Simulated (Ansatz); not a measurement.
# Field gradients of Zr3N4 from run to run

Cell of run 1: an entry of the Crystallography Open Database (COD), atoms as given.

Space group I-43d (No. 220); a = 6.7400 Å.

```csv
site,Wyckoff,site symmetry,x,y,z
Zr,12a,-4..,0.3750,0.0000,0.2500
N,16c,.3.,0.0630,0.0630,0.0630
```

One atom of each set is listed; the run and its k-mesh use a cell of 14 atoms with edges of 5.84, 5.84, 5.84 Å.

Relaxed positions (PBE, cell held):

Zr (0.3750, 0.0000, 0.2500)
N (0.0687, 0.0687, 0.0687)

All runs are DFT with Ansatz 0.2.0 (plane waves and PAW, scalar-relativistic unless spin–orbit coupling is named, Γ-centred meshes, Fermi–Dirac smearing where given) in this cell.

Run 1: PBE, gradients read without the response of the cores, atoms as given; 420 eV, 6×6×6 k-points, smearing 0.02 eV.
Run 2: PBE, gradients read without the response of the cores, atoms relaxed; 420 eV, 6×6×6 k-points, smearing 0.02 eV.
Run 3: r2SCAN, gradients read without the response of the cores, at the relaxed atoms; 500 eV, 6×6×6 k-points, smearing 0.02 eV.

```
run   Zr V_zz (η)   N V_zz (η)
  1  13.90 (0.00)  0.91 (0.00)
  2             ?            ?
  3  10.05 (0.00)  0.63 (0.00)
```

V_zz in 10²¹ V/m².

Problem. Estimate the row of run 2.

Solution. Zr: 9.92 (0.00); N: 0.59 (0.00). It lies nearest to run 3, from whose tensors on these sites it differs by 0.13 at most (largest principal value of the difference, on Zr). Taken one at a time, the positions of the atoms (as given or relaxed) move the tensors on these sites by up to 3.98 (largest principal value of the change, on Zr), the functional (r2SCAN with its higher cutoff) by 0.13 (Zr).

Without spin–orbit coupling (the program notes it for Zr) the gradients can shift somewhat, as the gap is small. In runs 1, 2 the gap is small for the k-mesh or the smearing, and small gradients can still move by 0.1 × 10²¹ V/m² or more. In run 1 the atoms aren't at the calculated equilibrium (largest force 0.32 eV/Å). The cell isn't the equilibrium one in run 1 (calculated pressure 8 GPa), and the entry's cell may itself be off.
